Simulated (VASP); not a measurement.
A run of VASP 6.6.1 is set up as follows.

Contents of INCAR:

```
PREC = Accurate
ENCUT = 520
EDIFF = 1E-6
ISMEAR = 0
SIGMA = 0.1
LREAL = False
LASPH = True
NELM = 100
ALGO = Fast
ISIF = 2
LWAVE = False
LCHARG = False
GGA = PS
NBANDS = 28
```

KPOINTS

```
regular mesh
0
Gamma
  6 6 2
```

The input POSCAR:

```
PbS
1.0
    2.9383162579     -2.9363344010     -0.0004770254
    2.9383162579      2.9363344010     -0.0004770254
   -1.0811474589      0.0000000000     11.6379447108
Pb S
2 2
Direct
    0.7728628464      0.7728628464      0.6227372697
    0.2271371536      0.2271371536      0.3772627303
    0.2694862093      0.2694862093      0.6057129002
    0.7305137907      0.7305137907      0.3942870998
```

Potentials or basis: VASP PAW PBE potentials, release 64 (Pb_d, S).

Run with:

```console
$ cat potpaw_PBE.64/Pb_d/POTCAR potpaw_PBE.64/S/POTCAR > POTCAR
$ mpirun -np 1 vasp_std > vasp.out
```

Question: What does it give for the band gap on the k mesh?

Answer: 1.89 eV, indirect (least direct gap 2.01 eV).

Question: Predict the largest force.

Answer: 0.045 eV/Å.

Forces in eV/Å, atoms in the order of the input:
```
Pb  -0.002  0.000 -0.029
Pb   0.002  0.000  0.029
S    0.001  0.000  0.045
S   -0.001  0.000 -0.045
```

Caveat: the PAW data sets were made with another functional, which shifts forces and pressure a little; spin-orbit coupling is left out, which as a rule narrows the gap of such compounds by several tenths of an eV.
